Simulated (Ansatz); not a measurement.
Molecular dynamics on a 2×2×2 supercell (32 atoms) of ZnSnN₂ (ordering on zincblende), relaxed with r2SCAN. Forces come from PBE in the plane-wave code Ansatz: Langevin thermostat and barostat (NPT), 1000 K, steps of 1 fs. Computed, non-magnetic; the trajectory is short and the cell small, so nothing here is a converged average. The structure comes from a prototype and may be hypothetical.

```yaml
crystal:
  lattice:
    - [6.7640402836, 0.0, 0.0]
    - [0.0, 6.7640402836, 0.0]
    - [0.0, 0.0, 9.3992810397]
  atoms:
    - { symbol: Zn, position: [0.0, 0.0, 0.0] }
    - { symbol: "N", position: [0.0, 0.25, 0.1224217938] }
    - { symbol: Sn, position: [0.25, 0.25, 0.25] }
    - { symbol: "N", position: [0.25, 0.0, 0.3775782062] }
    - { symbol: Zn, position: [0.0, 0.0, 0.5] }
    - { symbol: "N", position: [0.0, 0.25, 0.6224217938] }
    - { symbol: Sn, position: [0.25, 0.25, 0.75] }
    - { symbol: "N", position: [0.25, 0.0, 0.8775782062] }
    - { symbol: Zn, position: [0.0, 0.5, 0.0] }
    - { symbol: "N", position: [0.0, 0.75, 0.1224217938] }
    - { symbol: Sn, position: [0.25, 0.75, 0.25] }
    - { symbol: "N", position: [0.25, 0.5, 0.3775782062] }
    - { symbol: Zn, position: [0.0, 0.5, 0.5] }
    - { symbol: "N", position: [0.0, 0.75, 0.6224217938] }
    - { symbol: Sn, position: [0.25, 0.75, 0.75] }
    - { symbol: "N", position: [0.25, 0.5, 0.8775782062] }
    - { symbol: Zn, position: [0.5, 0.0, 0.0] }
    - { symbol: "N", position: [0.5, 0.25, 0.1224217938] }
    - { symbol: Sn, position: [0.75, 0.25, 0.25] }
    - { symbol: "N", position: [0.75, 0.0, 0.3775782062] }
    - { symbol: Zn, position: [0.5, 0.0, 0.5] }
    - { symbol: "N", position: [0.5, 0.25, 0.6224217938] }
    - { symbol: Sn, position: [0.75, 0.25, 0.75] }
    - { symbol: "N", position: [0.75, 0.0, 0.8775782062] }
    - { symbol: Zn, position: [0.5, 0.5, 0.0] }
    - { symbol: "N", position: [0.5, 0.75, 0.1224217938] }
    - { symbol: Sn, position: [0.75, 0.75, 0.25] }
    - { symbol: "N", position: [0.75, 0.5, 0.3775782062] }
    - { symbol: Zn, position: [0.5, 0.5, 0.5] }
    - { symbol: "N", position: [0.5, 0.75, 0.6224217938] }
    - { symbol: Sn, position: [0.75, 0.75, 0.75] }
    - { symbol: "N", position: [0.75, 0.5, 0.8775782062] }
kpoints:
  mp_grid: { grid: [2, 2, 2] }
hamiltonian:
  xc: pbe
scf:
  occupations: { method: fermi_dirac, width: 0.086 }
md:
  ensemble: npt_langevin
  temperature: 1000
  timestep: 1.0
  n_steps: 40
  initial_velocities: maxwell_boltzmann
  seed: 4422
```

Command: `ansatz run input.yaml --threads 4 --pin off --max-ram 3686MiB --backend cpu --events-out ev --progress --plain --runs-dir out`. It ended after 7.6 min on 4 threads of Arm Neoverse V1, with other jobs on the host, load about 1.1 per core; peak host memory 2.5 GiB.

```csv
step,t (fs),T (K),free energy F from step 0 (meV/atom),kinetic energy (meV/atom),pressure (GPa),volume (Å³/atom),largest force (eV/Å)
0,0,969,0.0,125.2,5.99,13.44,0.17
1,1,934,1.0,120.8,6.00,13.44,0.53
2,2,925,3.3,119.6,6.05,13.44,0.98
3,3,944,7.0,122.1,6.14,13.45,1.45
4,4,920,11.8,118.9,6.18,13.46,1.94
5,5,904,17.9,116.9,6.23,13.47,2.44
6,6,837,24.6,108.1,6.21,13.48,2.93
7,7,790,31.5,102.1,6.17,13.50,3.36
8,8,700,38.5,90.5,6.04,13.52,3.72
9,9,626,45.0,80.9,5.88,13.54,3.99
10,10,603,50.5,78.0,5.68,13.57,4.13
11,11,577,55.0,74.6,5.40,13.60,4.14
12,12,574,58.4,74.2,5.08,13.64,4.07
13,13,576,60.9,74.4,4.69,13.68,3.90
14,14,570,62.2,73.6,4.22,13.72,3.62
15,15,542,62.4,70.1,3.66,13.77,3.27
16,16,547,61.7,70.8,3.09,13.81,2.93
17,17,571,60.4,73.9,2.52,13.86,2.92
18,18,618,58.5,79.9,1.95,13.91,2.88
19,19,580,56.4,74.9,1.29,13.96,2.82
20,20,608,54.2,78.5,0.71,14.01,2.75
21,21,625,52.3,80.8,0.16,14.06,2.69
22,22,651,50.4,84.1,-0.36,14.10,2.62
23,23,673,48.7,87.0,-0.86,14.15,2.55
24,24,706,47.4,91.3,-1.34,14.19,2.47
25,25,721,46.7,93.2,-1.81,14.24,2.39
26,26,730,46.6,94.3,-2.28,14.29,2.32
27,27,766,47.1,99.0,-2.71,14.34,2.25
28,28,755,48.4,97.6,-3.16,14.38,2.26
29,29,718,50.3,92.8,-3.61,14.43,2.34
30,30,742,52.7,95.9,-3.97,14.48,2.43
31,31,737,55.7,95.3,-4.31,14.53,2.52
32,32,712,59.2,92.1,-4.62,14.57,2.59
33,33,673,62.8,87.0,-4.88,14.61,2.65
34,34,672,66.6,86.8,-5.05,14.64,2.70
35,35,649,70.6,83.9,-5.19,14.66,2.73
```

The temperature starts at 969 K, is lowest at step 15 (542 K, 15 fs) and ends at 649 K. The thermostat hasn't had time to restore it. The atoms start on their lattice sites with kinetic energy alone, so much of it first passes into potential energy. The job's limit cut the run after 35 of 40 steps.

Positions (Å) and forces (eV/Å) at step 35:
```
cell (Å): 6.963 0.000 0.000; 0.000 6.963 0.000; 0.000 0.000 9.676
Zn   0.014   0.006   0.028     0.255   0.517  -0.257
N   -0.004   1.791   1.207     0.847  -0.575   0.400
Sn   1.813   1.700   2.517    -0.710  -0.201  -1.232
N    1.709  -0.120   3.648     0.199   0.958   0.717
Zn  -0.041  -0.171   4.898     0.167   1.021  -0.124
N   -0.032   1.844   5.902     0.306  -0.493   0.893
Sn   1.760   1.835   7.150    -0.237  -1.456  -0.728
N    1.739   0.107   8.422    -0.147  -0.487  -0.084
Zn   0.052   3.460  -0.044     0.313  -0.015   0.529
N    0.148   5.249   1.144    -2.072  -0.116  -0.699
Sn   1.665   5.189   2.439     2.579  -0.817  -0.380
N    1.813   3.446   3.633    -0.210   0.411   0.773
Zn   0.085   3.671   4.890    -0.565  -0.828  -0.482
N   -0.113   5.246   6.188    -0.261  -0.115  -0.348
Sn   1.666   5.258   7.244     0.492   0.371   1.045
N    1.838   3.433   8.451    -1.225   1.003  -0.506
Zn   3.413  -0.019   0.022    -0.004  -0.055   0.042
N    3.490   1.737   1.157     0.208  -0.701   1.241
Sn   5.303   1.698   2.484    -0.591   1.345  -0.443
N    5.234  -0.103   3.656     0.577   0.995  -0.219
Zn   3.583  -0.094   4.709    -0.976  -0.128   0.908
N    3.596   1.662   5.930    -0.525  -0.181   0.940
Sn   5.247   1.795   7.311     0.507  -0.397  -1.213
N    5.213   0.089   8.523    -0.059  -0.664   0.207
Zn   3.429   3.275  -0.149     0.684   0.760   1.350
N    3.424   5.112   1.088     0.457   0.675   0.688
Sn   5.275   5.282   2.335    -0.990  -1.579  -1.201
N    5.298   3.604   3.600    -0.055  -0.976   0.302
Zn   3.540   3.328   4.916     0.185   1.258  -0.905
N    3.377   5.184   6.034     0.752  -0.070   0.068
Sn   5.053   5.272   7.395     0.485  -0.534  -0.204
N    5.267   3.412   8.639    -0.386   1.075  -1.080
```
